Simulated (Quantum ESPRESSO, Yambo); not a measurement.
# A GW chain in Yambo: SiC (P6_3mc), part 2 of 3

Wanted: ground state, empty states, screening and self-energy for SiC (P6_3mc).

Quantum ESPRESSO 7.5 and Yambo 5.3.0; PBE and many-body steps on it, plane waves. Known limits of the many-body steps: not at the basis limit; coarse k mesh.

So far. Step 2 (Ground state): The gap is indirect, with the least direct gap 1.71 eV higher. Step 3 (Bands along the symmetry lines): The gap is 2.275 eV, as in the run before at this level.

### 4. Empty states on the mesh, 3×3×4 mesh, 101 bands

Level of this step: DFT, PBE, plane waves, norm-conserving pseudopotentials (Quantum ESPRESSO).

The sums over transitions need many empty states on a uniform mesh; this step solves for them.

pw.in reads:

```
&control
  calculation = 'nscf'
  prefix = 'x'
  outdir = 'o'
  pseudo_dir = 'pseudo'
/
&system
  ibrav = 0
  nat = 4
  ntyp = 2
  ecutwfc = 74.0
  nbnd = 101
  force_symmorphic = .true.
/
&electrons
  conv_thr = 1e-9
  electron_maxstep = 80
  diago_full_acc = .true.
  diago_thr_init = 5e-6
/
ATOMIC_SPECIES
  Si 28.085 Si.upf
  C 12.011 C.upf
CELL_PARAMETERS angstrom
  3.0735139282 0.0000000000 0.0000000000
  -1.5367569641 2.6617411407 0.0000000000
  0.0000000000 0.0000000000 5.0452477100
ATOMIC_POSITIONS crystal
  Si 0.3333333333 0.6666666667 0.4996024000
  Si 0.6666666667 0.3333333333 0.9996024000
  C 0.3333333333 0.6666666667 0.8753976000
  C 0.6666666667 0.3333333333 0.3753976000
K_POINTS automatic
  3 3 4 0 0 0
```

The run is started by

```console
$ OMP_NUM_THREADS=1 mpirun -n 4 pw.x -nk 4 -in pw.in > pw.out
```

What it wrote:

```text
[banner, memory and clock lines left out]
Program PWSCF v.7.5 starts

     Atomic positions and unit cell read from directory:
     o/x.save/

     Message from routine setup:
     using ibrav=0 with symmetry is DISCOURAGED, use correct ibrav instead

     G-vector sticks info

     bravais-lattice index     =            0
     lattice parameter (alat)  =       5.8081  a.u.
     unit-cell volume          =     278.5352 (a.u.)^3
     number of atoms/cell      =            4
     number of atomic types    =            2
     number of electrons       =        16.00
     number of Kohn-Sham states=          101
     kinetic-energy cutoff     =      74.0000  Ry
     charge density cutoff     =     296.0000  Ry
     Exchange-correlation= PBE
                           (   1   4   3   4   0   0   0)

     celldm(1)=   5.808100  celldm(2)=   0.000000  celldm(3)=   0.000000
     celldm(4)=   0.000000  celldm(5)=   0.000000  celldm(6)=   0.000000

     crystal axes: (cart. coord. in units of alat)
               a(1) = (   1.000000   0.000000   0.000000 )
               a(2) = (  -0.500000   0.866025   0.000000 )
               a(3) = (   0.000000   0.000000   1.641524 )

     reciprocal axes: (cart. coord. in units 2 pi/alat)
               b(1) = (  1.000000  0.577350 -0.000000 )
               b(2) = (  0.000000  1.154701  0.000000 )
               b(3) = (  0.000000 -0.000000  0.609190 )
     Pseudo is Norm-conserving + core correction, Zval =  4.0
     Generated using ONCVPSP code by D. R. Hamann
     Using radial grid of 1510 points,  6 beta functions with:
     Pseudo is Norm-conserving + core correction, Zval =  4.0
     Generated using ONCVPSP code by D. R. Hamann
     Using radial grid of 1248 points,  4 beta functions with:
     Si                4.00    28.08500     Si( 1.00)
     C                 4.00    12.01100     C ( 1.00)

      6 Sym. Ops. (no inversion) found

   Cartesian axes

     site n.     atom                  positions (alat units)
         1        Si     tau(   1) = (  -0.0000000   0.5773503   0.8201095  )
         2        Si     tau(   2) = (   0.5000000   0.2886751   1.6408716  )
         3        C      tau(   3) = (  -0.0000000   0.5773503   1.4369864  )
         4        C      tau(   4) = (   0.5000000   0.2886751   0.6162243  )

     number of k points=    10
                       cart. coord. in units 2pi/alat
        k(    1) = (   0.0000000   0.0000000   0.0000000), wk =   0.0555556
        k(    2) = (   0.0000000   0.0000000   0.1522975), wk =   0.1111111
        k(    3) = (   0.0000000   0.0000000  -0.3045949), wk =   0.0555556
[...]
k(    9) = (   0.3333333   0.5773503  -0.3045949), wk =   0.1111111
        k(   10) = (   0.0000000  -0.3849002   0.1522975), wk =   0.3333333

     Dense  grid:    23897 G-vectors     FFT dimensions: (  32,  32,  54)

     The potential is recalculated from file :
     o/x.save/charge-density

     Starting wfcs are   16 randomized atomic wfcs +   85 random wfcs

     Band Structure Calculation

     End of band structure calculation

          k = 0.0000 0.0000 0.0000 (  2973 PWs)   bands (ev):

    -5.9143  -2.3411   0.9590   8.3610   8.3610   9.5663   9.6798   9.6798
    14.5003  15.8995  16.3620  16.3620  17.4420  18.6499  18.6499  21.0261
    21.1170  21.1170  22.6263  24.7073  24.7073  26.4957  27.2376  30.0016
[...]
87.8881  89.0206  89.0206  89.2617  90.9666

          k = 0.0000 0.0000 0.1523 (  2948 PWs)   bands (ev):

[...]
89.1001  89.1001  90.5040  90.8015  92.0649

          k = 0.0000 0.0000-0.3046 (  2978 PWs)   bands (ev):

[...]
82.3060  82.3060  82.3060  82.3060  83.5661  83.5661  84.7832  84.7832
    84.7832  84.7832  88.9085  88.9085  88.9085  88.9085  89.8263  89.8263
    89.8263  89.8263  90.1524  90.1524  92.5804

          k = 0.0000 0.3849 0.0000 (  2992 PWs)   bands (ev):

     [... further k-points ...]

     highest occupied, lowest unoccupied level (ev):     9.6798   11.9551

     XML data file, pseudopotentials, collected wavefunctions
```

Wall time 6.5 s (4 MPI ranks of Arm Neoverse V1, shared host); peak memory 0.29 GiB.

Numbers from this step:

- gap: 2.275 eV
- k of the valence top: 0, 0, 0
- k of the conduction bottom: 0.3333, 0.3333, 0
- least direct gap: 4.293 eV
- k points computed: 10
- lowest point of the top converged band, above the valence top: 81.2868 eV

On this mesh the gap is 2.275 eV.

### 5. Conversion and set-up

This step: Yambo 5.3.0; conversion and set-up on PBE, plane waves, norm-conserving pseudopotentials.

The states are converted to the many-body program's format and the q mesh is built.

The run is started by

```console
$ (cd o/x.save; p2y > p2y.log; mv SAVE ../..); yambo > setup.log
```

What it wrote:

```text
 Yambo, version 5.3.0

 [02] CORE Variables Setup
 =========================

  [02.01] Unit cells
  ==================

  Cell kind             :  HCP
  Atoms in the cell     :  Si  C
  number of Si atoms    :  2
  number of C  atoms    :  2

  List of atomic masses
  Mass of Si    :  28.08500
  Mass of C     :  12.01100

  List of atomic coordinates    : [cc]
  Si1       : -0.29041E-09   3.3533       4.7633      order 1
  Si2       :  2.904050  1.676654  9.530346  order 2
  C1       : -0.29041E-09   3.3533       8.3462      order 3
  C2       :  2.904050  1.676654  3.579092  order 4

  Alat factors          :  5.808100  5.029962  9.534136 [a.u.]
  Direct lattice volume :  278.5352 [a.u.]
  Direct lattice vectors:  A[ 1 ]  A[ 2 ]  A[ 3 ]
   A[ 1 ]:  1.000000  0.000000  0.000000  [iru]
   5.808100  0.000000  0.000000  [cc]
   A[ 2 ]: -0.500000  1.000000  0.000000  [iru]
  -2.904050  5.029962  0.000000  [cc]
   A[ 3 ]:  0.000000  0.000000  1.000000  [iru]
   0.000000  0.000000  9.534136  [cc]

  Recip. lattice volume :  0.890552 [a.u.]
  Recip. lattice vectors:  B[ 1 ]  B[ 2 ]  B[ 3 ]
   B[ 1 ]:  1.000000  0.500000  0.000000  [iku]
   1.081797  0.624576 -0.000000  [cc]
   B[ 2 ]:  0.000000  1.000000  0.000000  [iku]
   0.000000  1.249152  0.000000  [cc]
   B[ 3 ]:  0.000000  0.000000  1.000000  [iku]
   0.000000 -0.000000  0.659020  [cc]

  [02.02] Symmetries
  ==================

  Inversion symmetry    : yes
  Spatial inversion     : no
  Inversion index       :   7
  K-space Time-reversal : yes
  Magnetic symmetries   : no
  Time-reversal derived K-space symmetries:   7  12
  Group table correct   : yes
  Symmetries units      :  [cc]

   [S  1]:   1.0000       0.0000       0.0000      0.33779E-17   1.0000       0.0000       0.0000       0.0000       1.0000
   [S  2]: -0.500000  0.866025  0.000000 -0.866025 -0.500000  0.000000  0.000000  0.000000  1.000000
   [S  3]: -0.500000 -0.866025  0.000000  0.866025 -0.500000  0.000000  0.000000  0.000000  1.000000
   [S  4]:  -1.0000       0.0000       0.0000     -0.33779E-17   1.0000       0.0000       0.0000       0.0000       1.0000
   [S  5]:  0.500000  0.866025  0.000000  0.866025 -0.500000  0.000000  0.000000  0.000000  1.000000
   [S  6]:  0.500000 -0.866025  0.000000 -0.866025 -0.500000  0.000000  0.000000  0.000000  1.000000
   [S* 7]:  -1.0000      -0.0000      -0.0000     -0.33779E-17  -1.0000      -0.0000      -0.0000      -0.0000      -1.0000
   [S* 8]:  0.500000 -0.866025 -0.000000  0.866025  0.500000 -0.000000 -0.000000 -0.000000 -1.000000
   [S* 9]:  0.500000  0.866025 -0.000000 -0.866025  0.500000 -0.000000 -0.000000 -0.000000 -1.000000
   [S*10]:   1.0000      -0.0000      -0.0000      0.33779E-17  -1.0000      -0.0000      -0.0000      -0.0000      -1.0000
   [S*11]: -0.500000 -0.866025 -0.000000 -0.866025  0.500000 -0.000000 -0.000000 -0.000000 -1.000000
[...]
Grid dimensions      :   4   3   3
  K lattice UC volume  :  0.024738 [a.u.]

  IBZ K-points                                      :  10
  BZ  K-points                                      :   36

  K/Q-points units:
  rlu = crystal or reduced units; cc = cartesian coordinates; iku = interal k-units

  K [ 1]         [rlu]:  0.000000  0.000000  0.000000
         WF components:  2973
  K [ 2]         [rlu]:  0.000000  0.000000  0.250000
         WF components:  2948
  K [ 3]         [rlu]:  0.000000  0.000000 -0.500000
         WF components:  2978
[...]
K [ 8]         [rlu]:  0.333333  0.333333  0.250000
[...]
K [ 9]         [rlu]:  0.333333  0.333333 -0.500000
         WF components:  3006
  K [10]         [rlu]:  0.000000 -0.333333  0.250000
         WF components:  2991

  [02.05] Energies & Occupations
  ==============================

  [X] === General ===
  [X] Electronic Temperature                        :  0.000000  0.000000 [eV K]
  [X] Bosonic    Temperature                        :  0.000000  0.000000 [eV K]
  [X] Finite Temperature mode                       : no
  [X] El. density                                   :  0.38765E+24 [cm-3]
  [X] Fermi Level                                   :  9.679822 [eV]

  [X] === Gaps and Widths ===
  [X] Conduction Band Min                           :  2.275274 [eV]
  [X] Valence Band Max                              :  0.000000 [eV]
  [X] Filled Bands                                  :   8
  [X] Empty Bands                                   :    9  101
  [X] Direct Gap                                    :  4.293375 [eV]
  [X] Direct Gap localized at k                     :   4
  [X] Indirect Gap                                  :  2.275274 [eV]
  [X] Indirect Gap between kpts                     :   1   7
  [X] Last valence band width                       :  3.841673 [eV]
  [X] 1st conduction band width                     :  3.637217 [eV]

  E @ K [ 1]:  [eV]
   -15.5941     -12.0209     -8.72084     -1.31881     -1.31881    -0.113532    -0.368974E-8   0.00000
[...]
occ @ K [ 1]
[...]
E @ K [ 2]:  [eV]
[...]
occ @ K [ 2]
[...]
E @ K [ 3]:  [eV]
[...]
occ @ K [ 3]
[...]
E @ K [ 8]:  [eV]
[...]
occ @ K [ 8]
[...]
E @ K [ 9]:  [eV]
[...]
occ @ K [ 9]
[...]
E @ K [10]:  [eV]
[...]
occ @ K [10]
   2.000000  2.000000  2.000000  2.000000  2.000000  2.000000  2.000000  2.000000
   0.000000  0.000000  0.000000  0.000000  0.000000  0.000000  0.000000  0.000000

 [03] Transferred momenta grid and indexing
 ==========================================

 IBZ Q-points                                      :  10
 BZ  Q-points                                      :   36

 K/Q-points units:
 rlu = crystal or reduced units; cc = cartesian coordinates; iku = interal k-units

 Q [ 1]         [rlu]:  0.000000  0.000000  0.000000
 Q [ 2]         [rlu]:  0.000000  0.000000  0.250000
 Q [ 3]         [rlu]:  0.000000  0.000000 -0.500000
[...]
Q [ 8]         [rlu]:  0.333333  0.333333  0.250000
 Q [ 9]         [rlu]:  0.333333  0.333333 -0.500000
 Q [10]         [rlu]: -0.13002E-17 -0.33333      0.25000

  [03.01] X indexes
  =================

   [03.01.01] Sigma indexes
   ========================

 [06] Game Over & Game summary
```

Elapsed: 2.1 s, on 1 MPI rank; peak memory 0.23 GiB.

[end of part 2 of 3]

[Paths, hosts, dates, memory and timing lines, banners, echoed tables and standing remarks are left out of the program output.]

[Logs are printed without paths, hosts, clocks, repeated set-up lines and the standing remarks that a program may print on its own settings, such as how far it seeks lower states.]

[Runs of the session that timed out or met a known fault of the program may be left out.]

[Hosts, paths, dates, database ids (printed as entryN), source tags and the programs' standing remarks are cut or masked in the printed files.]
